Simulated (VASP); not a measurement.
# ZnSe (Stilleite) (F-43m) in VASP: further runs

The runs below take ZnSe (Stilleite) through G0W0 quasiparticle levels, with PBE.

Everything below comes from runs of VASP 6.6.1. Logs are shortened: lines on timing, memory, paths and dates and some standing lists are left out, and cuts for length are marked.

## (1) The crystal as given

Symmetry: F-43m, No. 216, cubic system. The conventional cell has a = 5.668 Å, b = 5.668 Å, c = 5.668 Å, α = 90.00°, β = 90.00°, γ = 90.00°. Se (site symmetry -43m) has 4 Zn at 2.45 Å as nearest neighbours. Zn (site symmetry -43m) is surrounded by 4 Se at 2.45 Å.

## (2) G0W0 quasiparticle levels, PBE

Contents of POSCAR:

```
ZnSe
1.0
    0.0000000000      2.8338000000      2.8338000000
    2.8338000000      0.0000000000      2.8338000000
    2.8338000000      2.8338000000      0.0000000000
Se Zn
1 1
Direct
    0.7500000000      0.7500000000      0.7500000000
    0.0000000000      0.0000000000      0.0000000000
```

Contents of INCAR.step1:

```
SYSTEM = ZnSe
  PREC = Accurate
  ENCUT = 450
  EDIFF = 1E-8
  ISMEAR = 0
  SIGMA = 0.01
  LREAL = .False.
  LASPH = .True.
  NELM = 60
  ALGO = Normal
  LWAVE = .True.
  LCHARG = .False.
  GGA = PE
```

Contents of INCAR.step2:

```
SYSTEM = ZnSe
  PREC = Accurate
  ENCUT = 450
  EDIFF = 1E-8
  ISMEAR = 0
  SIGMA = 0.01
  LREAL = .False.
  LASPH = .True.
  NELM = 1
  ALGO = Exact
  LWAVE = .True.
  LCHARG = .False.
  GGA = PE
  NBANDS = 118
  LOPTICS = .True.
  ISTART = 1
```

Contents of INCAR.step3:

```
SYSTEM = ZnSe
  PREC = Accurate
  ENCUT = 450
  EDIFF = 1E-8
  ISMEAR = 0
  SIGMA = 0.01
  LREAL = .False.
  LASPH = .True.
  ALGO = EVGW0
  LWAVE = .False.
  LCHARG = .False.
  GGA = PE
  NELMGW = 1
  NBANDS = 118
  ENCUTGW = 50
  NOMEGA = 48
  PRECFOCK = Fast
  ISTART = 1
  NBANDSGW = 17
```

Contents of KPOINTS:

```
Automatic mesh
0
Gamma
  3 3 3
  0 0 0
```

Potentials or basis: VASP PAW PBE potentials, release 64 (Se_GW, Zn_GW).

Command:

```console
cat potpaw_PBE.64/Se_GW/POTCAR potpaw_PBE.64/Zn_GW/POTCAR > POTCAR
cp INCAR.step1 INCAR
mpirun -np 1 vasp_std > vasp.out
cp INCAR.step2 INCAR
mpirun -np 1 vasp_std > vasp.out
cp INCAR.step3 INCAR
mpirun -np 1 vasp_std > vasp.out
```

OUTCAR:

```text
SYSTEM = ZnSe
   PREC = Accurate
   ENCUT = 450
   EDIFF = 1E-8
   ISMEAR = 0
   LREAL = .False.
   LASPH = .True.
   GGA = PE
   NELMGW = 1
   ENCUTGW = 50
   PRECFOCK = Fast
   ISTART = 1

 Found      4 irreducible k-points:

 Following reciprocal coordinates:
            Coordinates               Weight
  0.000000  0.000000  0.000000      1.000000
  0.333333  0.000000  0.000000      8.000000
  0.333333  0.333333  0.000000      6.000000
 -0.333333  0.333333  0.000000     12.000000
   k-points           NKPTS =      4   k-points in BZ     NKDIM =     27   number of bands    NBANDS=    118
   number of dos      NEDOS =    301   number of ions     NIONS =      2
   total plane-waves  NPLWV =  21952
   dimension x,y,z NGX =    28 NGY =   28 NGZ =   28
   dimension x,y,z NGXF=    56 NGYF=   56 NGZF=   56
   ions per type =               1   1
   NGX,Y,Z   is equivalent  to a cutoff of  11.62, 11.62, 11.62 a.u.
   NGXF,Y,Z  is equivalent  to a cutoff of  23.23, 23.23, 23.23 a.u.
 SYSTEM =  ZnSe
   PREC   = accura    normal or accurate (medium, high low for compatibility)
   ISTART =      1    job   : 0-new  1-cont  2-samecut
   ICHARG =      0    charge: 1-file 2-atom 10-const
   ISPIN  =      1    spin polarized calculation?
   LNONCOLLINEAR =      F non collinear calculations
   LSORBIT =      F    spin-orbit coupling
   LASPH  =      T    aspherical Exc in radial PAW
   ENCUT  =  450.0 eV  33.07 Ry    5.75 a.u.   6.93  6.93  6.93*2*pi/ulx,y,z
   NELM   =     60;   NELMIN=  2; NELMDL=  0     # of ELM steps
   EDIFF  = 0.1E-07   stopping-criterion for ELM
   LREAL  =      F    real-space projection
   EDIFFG = 0.1E-06   stopping-criterion for IOM
   NSW    =      0    number of steps for IOM
   IBRION =     -1    ionic relax: 0-MD 1-quasi-New 2-CG
   NFREE  =      0    steps in history (QN), initial steepest desc. (CG)
   ISIF   =      0    stress and relaxation
   ISYM   =      3    0-nonsym 1-usesym 2-fastsym
   POTIM  = 0.5000    time-step for ionic-motion
   TEBEG  =    0.0;   TEEND  =   0.0 temperature during run
   PSTRESS=    0.0 pullay stress
   NELECT =      18.0000    total number of electrons
   NUPDOWN=      -1.0000    fix difference up-down
   EMIN   =  10.00;   EMAX   =-10.00  energy-range for DOS
   EFERMI =   0.00;   METHOD = LEGACY
   ISMEAR =     0;   SIGMA  =   0.01  broadening in eV -4-tet -1-fermi 0-gaus
   EFERMI_NEDOS =   21; number of points for ismear=-14 and -15
   IALGO  =     38    algorithm
   IMIX   =      4    mixing-type and parameters
     AMIX     =   0.40;   BMIX     =  1.00
     AMIX_MAG =   1.60;   BMIX_MAG =  1.00
  volume/ion in A,a.u.               =      22.76       153.57
  Fermi-wavevector in a.u.,A,eV,Ry     =   1.201673  2.270834 19.647073  1.444019
  Thomas-Fermi vector in A             =   2.337476
   LORBIT       =      0    0 simple, 1 ext, 2 COOP (PROOUT), +10 PAW based schemes
   GGA     = PE    functional components
   LHFCALC =     T    Hartree Fock is set to
   PRECFOCK=fast      Normal, Fast or Accurate (Low or Medium for compatibility)
   ENCUT4O =  -1.0   cutoff for four orbital integrals eV
   NKREDX  =     1    reduce k-point grid by
   NKREDY  =     1    reduce k-point grid by
   NKREDZ  =     1    reduce k-point grid by
   AEXX    =    1.0000 exact exchange contribution
   HFSCREEN=    0.0000 screening length (either q_TF or 0.3 A-1)
   HFSCREENC=   0.0000 screening length for correlation (either q_TF or 0.3 A-1)
   ENCUTFOCK=  -1.0 apply spherical cutoff to Coloumb kernel
   IVDW    =     0    specifies the selected vdW correction
   LEPSILON=     F    determine dielectric tensor
   LRPA    =     F    only Hartree local field effects (RPA)
   LRPAFORCE           =     F    calculate RPA forces
   ENCUTGW             =  50.0    cutoff for response function in eV
   ENCUTGWSOFT         =  40.0    soft cutoff for Coulomb kernel in GW response function in eV
   ENCUTLF             =  -1.0    cutoff for local field effects
   NELMGW              =     1    number of iterations in solving QP/BSE equation
   NELMHF              =     1    number of iterations in the inner HF iteration
   NKREDLFX            =     1    NKREDLFY  =   1   NKREDLFZ  =   1
 non-spin polarized calculation
 Gauss-broadening in eV      SIGMA  =   0.01
  energy-cutoff  :      450.00
  volume of cell :       45.51
 maximum number of plane-waves:      1002
  NGX = 16; NGY = 16; NGZ = 16
   NGX = 13   NGY = 13   NGZ = 13
 maximum number of plane-waves:        39
 NGX is ok and might be reduce to    10

 QP shifts <psi_nk| G(iteration)W_0 |psi_nk>: iteration 1
 for sc-GW calculations column KS-energies equals QP-energies in previous step
 and V_xc(KS)=  KS-energies - (<T + V_ion + V_H > + <T+V_H+V_ion>^1  + <V_x>^1)

 k-point   1 :       0.0000    0.0000    0.0000
  band No.  KS-energies  QP-energies   sigma(KS)   V_xc(KS)     V^pw_x(r,r')   Z            occupation Imag(sigma)

      1     -10.5025     -10.7074     -12.6138     -12.3078     -19.8306       0.6696       2.0000       1.1815
      2      -3.8950      -6.3597     -23.3305     -19.7053     -30.8897       0.6799       2.0000       0.2227
      3      -3.8950      -6.3597     -23.3305     -19.7053     -30.8897       0.6799       2.0000       0.2227
      4      -3.8950      -6.3597     -23.3305     -19.7053     -30.8897       0.6799       2.0000       0.2227
      5      -3.5352      -6.1841     -24.3672     -20.4968     -32.0216       0.6844       2.0000       0.1976
      6      -3.5352      -6.1841     -24.3672     -20.4968     -32.0216       0.6844       2.0000       0.1976
      7       2.7416       2.2130     -14.2446     -13.5552     -16.8809       0.7668       2.0000       0.1122
      8       2.7416       2.2130     -14.2446     -13.5552     -16.8809       0.7668       2.0000       0.1122
      9       2.7416       2.2130     -14.2446     -13.5552     -16.8809       0.7668       2.0000       0.1122
     10       3.9823       4.5127      -9.6607     -10.3431      -5.7288       0.7772       0.0000      -0.0858
     11       8.4727       8.8088      -9.2977      -9.7400      -4.9356       0.7599       0.0000      -0.1106
     12       8.4727       8.8088      -9.2977      -9.7400      -4.9356       0.7599       0.0000      -0.1106
     13       8.4727       8.8088      -9.2977      -9.7400      -4.9356       0.7599       0.0000      -0.1106
     14      12.6318      12.7067      -7.9615      -8.0613      -2.4956       0.7514       0.0000      -0.3070
     15      14.1442      14.3840     -10.0004     -10.3197      -4.9907       0.7510       0.0000      -0.2535
     16      14.1442      14.3840     -10.0004     -10.3197      -4.9907       0.7510       0.0000      -0.2535
     17      15.7309      15.5074      -7.8597      -7.5616      -2.2362       0.7497       0.0000      -0.5114

 k-point   2 :       0.3333    0.0000    0.0000
  band No.  KS-energies  QP-energies   sigma(KS)   V_xc(KS)     V^pw_x(r,r')   Z            occupation Imag(sigma)

      1      -9.9290     -10.0827     -12.9563     -12.7264     -20.0665       0.6687       2.0000       1.0785
      2      -3.8250      -6.3219     -23.4976     -19.8401     -31.0693       0.6827       2.0000       0.2200
      3      -3.8250      -6.3219     -23.4976     -19.8401     -31.0693       0.6827       2.0000       0.2200
      4      -3.7224      -6.0710     -22.3869     -18.9596     -29.5970       0.6853       2.0000       0.2304
      5      -3.5286      -6.1915     -24.3865     -20.5138     -32.0526       0.6876       2.0000       0.1997
      6      -3.5286      -6.1915     -24.3865     -20.5138     -32.0526       0.6876       2.0000       0.1997
      7      -1.3562      -2.1831     -13.5257     -12.3887     -17.0533       0.7272       2.0000       0.1850
      8       2.0540       1.5122     -13.6798     -12.9635     -16.3454       0.7565       2.0000       0.1135
      9       2.0540       1.5122     -13.6798     -12.9635     -16.3454       0.7565       2.0000       0.1135
     10       5.3671       5.8303      -9.5926     -10.1941      -5.5832       0.7701       0.0000      -0.0885
     11       9.1513       9.4199      -9.3965      -9.7522      -4.9252       0.7552       0.0000      -0.1255
     12       9.1513       9.4199      -9.3965      -9.7522      -4.9252       0.7552       0.0000      -0.1255
     13      10.2904      10.5750      -9.5976      -9.9773      -4.9038       0.7495       0.0000      -0.1752
     14      13.1203      12.9550      -7.6172      -7.3995      -2.3032       0.7589       0.0000      -0.3086
     15      13.7323      13.8760      -9.4133      -9.6043      -4.3199       0.7529       0.0000      -0.2812
     16      13.7323      13.8760      -9.4133      -9.6043      -4.3199       0.7529       0.0000      -0.2812
     17      18.1579      18.4145      -9.0405      -9.3821      -2.9821       0.7514       0.0000      -0.6710

 k-point   3 :       0.3333    0.3333    0.0000
  band No.  KS-energies  QP-energies   sigma(KS)   V_xc(KS)     V^pw_x(r,r')   Z            occupation Imag(sigma)

      1      -9.7351      -9.8755     -13.0870     -12.8763     -20.1594       0.6669       2.0000       1.0382
      2      -3.8848      -6.1452     -21.8342     -18.5260     -28.9470       0.6833       2.0000       0.2324
      3      -3.7209      -6.2682     -23.8037     -20.0822     -31.4143       0.6844       2.0000       0.2180
      4      -3.7209      -6.2682     -23.8037     -20.0822     -31.4143       0.6844       2.0000       0.2180
      5      -3.5311      -6.1381     -24.0433     -20.2425     -31.6336       0.6859       2.0000       0.2065
      6      -3.4995      -6.1801     -24.4584     -20.5767     -32.1335       0.6906       2.0000       0.1981
      7      -1.0728      -1.9153     -14.3643     -13.2054     -17.9478       0.7269       2.0000       0.1706
      8       0.9854       0.3951     -12.8991     -12.1101     -15.6623       0.7481       2.0000       0.1229
      9       0.9854       0.3951     -12.8991     -12.1101     -15.6623       0.7481       2.0000       0.1229
     10       6.1027       6.1737      -8.7956      -8.8876      -4.7828       0.7717       0.0000      -0.0966
     11       6.6108       6.9105      -9.7694     -10.1629      -5.7435       0.7616       0.0000      -0.0976
     12      11.6536      11.8772      -9.4415      -9.7385      -4.5812       0.7528       0.0000      -0.2229
     13      11.9677      12.3980      -9.9920     -10.5743      -4.9162       0.7390       0.0000      -0.2343
     14      11.9677      12.3980      -9.9920     -10.5743      -4.9162       0.7390       0.0000      -0.2343
     15      15.6139      15.9085      -9.7158     -10.1122      -4.4054       0.7432       0.0000      -0.3451
     16      17.9374      18.1386      -8.7430      -9.0119      -2.8043       0.7483       0.0000      -0.6305
     17      19.3955      19.5022      -9.3871      -9.5269      -3.5001       0.7634       0.0000      -0.7947

 k-point   4 :      -0.3333    0.3333    0.0000
  band No.  KS-energies  QP-energies   sigma(KS)   V_xc(KS)     V^pw_x(r,r')   Z            occupation Imag(sigma)

      1      -9.4978      -9.6276     -13.3176     -13.1236     -20.3582       0.6693       2.0000       0.9927
      2      -3.7977      -6.2538     -23.1358     -19.5462     -30.5782       0.6842       2.0000       0.2208
      3      -3.7177      -6.2644     -23.8048     -20.0899     -31.4135       0.6855       2.0000       0.2172
      4      -3.5758      -6.2194     -24.2464     -20.3898     -31.9116       0.6855       2.0000       0.2065
      5      -3.5272      -6.1939     -24.3757     -20.5059     -32.0440       0.6891       2.0000       0.2003
      6      -3.2992      -5.8591     -23.9420     -20.2218     -31.4303       0.6881       2.0000       0.2151
      7      -1.9702      -2.5638     -12.3545     -11.5291     -15.7681       0.7192       2.0000       0.2125
      8      -0.4319      -1.1774     -12.4006     -11.3865     -15.3639       0.7352       2.0000       0.1510
      9       1.2040       0.6305     -13.0462     -12.2831     -15.7815       0.7516       2.0000       0.1199
     10       6.5278       6.7407      -9.3343      -9.6122      -5.2641       0.7662       0.0000      -0.0991
     11       9.0447       9.5074     -10.0551     -10.6755      -5.6259       0.7460       0.0000      -0.1321
     12      11.1459      11.3234      -9.6232      -9.8588      -4.9715       0.7534       0.0000      -0.1859
     13      11.1874      11.5444      -9.6312     -10.1079      -4.6932       0.7490       0.0000      -0.2023
     14      12.0794      12.3015      -9.1163      -9.4137      -3.9089       0.7467       0.0000      -0.2597
     15      13.8415      13.9829      -9.5650      -9.7530      -4.5162       0.7520       0.0000      -0.2805
     16      18.2675      18.4177      -8.7629      -8.9631      -2.8492       0.7501       0.0000      -0.6484
     17      18.9634      18.9462      -8.4706      -8.4479      -2.5833       0.7561       0.0000      -0.6799
```

Wall time 34 s (1 thread of AMD EPYC 9R45 (Zen 5), shared host); peak memory 0.25 GiB.

The run converged, but some of its settings lie outside the range that counts as converged, so its numbers aren't taken as properties of the crystal.

Results:

```
Band gap on the k mesh, mean-field level : 1.24 eV, direct
Quasiparticle gap                        : 2.30 eV
Least direct quasiparticle gap           : 2.30 eV
```

Caveat: the k mesh is coarse (spacing up to 0.64 Å⁻¹), so the values aren't converged; bands, screening cutoff and mesh are small and nothing is extrapolated, so the quasiparticle values aren't converged.

(Part 1 of 2 ends here.)
